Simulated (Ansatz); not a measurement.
Set up this calculation in Ansatz 0.2.0, as the native input.

```yaml
Task: single point
Functional: PBEsol
Potentials_or_basis: all-electron LAPW, scalar-relativistic
Cutoff: 266 eV (chosen from the basis error)
Basis_error_allowed: 0.001 eV/atom
k_mesh: 12 × 12 × 12
Occupations: fermi-dirac, width 0.05 eV
Spin: no spin polarisation
```

Crystal: Pd.

```
Pd
1.0
     0.00000    1.94650    1.94650
     1.94650    0.00000    1.94650
     1.94650    1.94650    0.00000
Pd
1
Direct
  0.00000 0.00000 0.00000
```

The input as run:

input.yaml

```yaml
crystal:
  lattice:
    - [0.0, 1.9465, 1.9465]
    - [1.9465, 0.0, 1.9465]
    - [1.9465, 1.9465, 0.0]
  atoms:
    - { symbol: Pd, position: [0.0, 0.0, 0.0] }
kpoints:
  mp_grid: { grid: [12, 12, 12] }
scf:
  occupations: { method: fermi_dirac, width: 0.05 }
hamiltonian:
  xc: pbesol
  pseudopotentials: { kind: all_electron, lapw: { basis_error: 0.001 } }
output:
  forces: true
  stress: true
  eigenvalues: true
  populations: true
```

Potentials or basis: all-electron LAPW, scalar-relativistic.

The run is started by

```sh
$ ansatz run input.yaml --threads 1 --pin off --max-ram 3072MiB --backend cpu --events-out ev --progress --plain --runs-dir out
```

Results of the run:

```yaml
Pressure: -3.0 GPa
Band_gap_on_the_k_mesh: none (metal or under the smearing width)
```

Run time: 5.1 s on 1 thread of Arm Neoverse V2, on a shared host, peak memory 0.27 GiB.
